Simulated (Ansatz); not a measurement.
Below is a relaxed structure of CrO2. The cell was found from a structure generator's guess, not taken from experiment.

Method: Ansatz, DFT PBE, scalar-relativistic, plane waves, PAW. Cutoff 420 eV, Γ-centred mesh, Gaussian smearing, collinear spin.

```yaml
crystal:
  lattice:
    - [3.58422, 0.00000, 0.00000]
    - [0.00000, 3.58422, 0.00000]
    - [0.00000, 0.00000, 4.84292]
  atoms:
    - { symbol: Cr, position: [0.00000, 0.00000, 0.00000] }
    - { symbol: O, position: [0.50000, 0.00000, 0.00000] }
    - { symbol: O, position: [0.00000, 0.50000, 0.00000] }
```

Energies over the elements count from the elements' standard structures at the same level (O₂ as a molecule), with no fitted energy shifts.

Question: What space group does it have?

Answer: P4/mmm (No. 123). Conventional cell: a = 3.584 Å, c = 4.843 Å. Around Cr lie 4 O at 1.79 Å; O has 2 Cr at 1.79 Å.

Question: How far does it lie from the elements in energy?

Answer: −1.32 eV/atom. It lies below the elements, which doesn't yet make it stable against other compounds or structures.

Question: Is it a metal?

Answer: Yes, bands cross the Fermi level on the 14×14×10 mesh.

Question: Which magnetic moments does it keep?

Answer: 0.67 μB per atom net, the space between the atoms included; by site: Cr 1.6; O -0.2 (×2) μB.

Question: From what recipe could a structure generator have reached it?

Answer: One such recipe: ordered vacancies on the anion sites of rhenium trioxide (P4/mmm, No. 123). Other recipes can lead to the same cell.

The last run used collinear spin, a 14×14×10 mesh (in the run's order of axes) for its 3-atom cell and Gaussian smearing of 0.10 eV. No dispersion correction is applied, so the spacing and binding between layers, chains or molecules are poorly described. In such compounds of Cr a zero gap at this level may well be an artefact, since no Hubbard U is applied. Another magnetic order may lie lower. Symmetry constrained the relaxation, so the result can be a saddle point.
